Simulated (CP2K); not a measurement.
**Co: equation of state with PBE**

Crystal: Co.

```
Co
1.0
     2.48736    0.00000    0.00000
    -1.24368    2.15412    0.00000
     0.00000    0.00000    4.06329
Co
2
Direct
  0.33333 0.66667 0.74014
  0.66667 0.33333 0.25986
```

| Property | Result |
| --- | --- |
| Program | CP2K 2026.2 |
| Task | equation of state |
| Functional | PBE |
| Potentials or basis | POTENTIAL_UZH Co GTH-PBE-q17; TZVP-MOLOPT-PBE-GTH basis |
| Density cutoff | 11565 eV |
| k mesh | 12 × 12 × 7 |
| Occupations | fermi-dirac, width 0.05 eV |
| Spin | collinear spin, ferromagnetic start |
| Starting moments | [2.0, 2.0] μB |

The equilibrium volume is 11.00 Å³/atom. The bulk modulus at fixed shape and positions is 211 GPa and the pressure derivative of the bulk modulus is 4.7 (rough: it moves with the points fitted).

Energy against volume, from the lowest point:
```tsv
volume (Å³/atom)	energy (meV/atom)
10.233	39.78
10.450	19.36
10.668	6.38
10.886	0.15
11.103	0.00
11.321	5.22
11.539	15.16
```

All runs of the series together: 29 min on 1 thread of Intel(R) Xeon(R) Platinum 8488C (Sapphire Rapids) (shared host).

Caveat: the cell was scaled at fixed shape and fractional positions, which overstates the stiffness of a crystal with free parameters, most of all of layers and chains; the basis of atomic orbitals isn't converged, which shifts pressures, moduli and gaps.
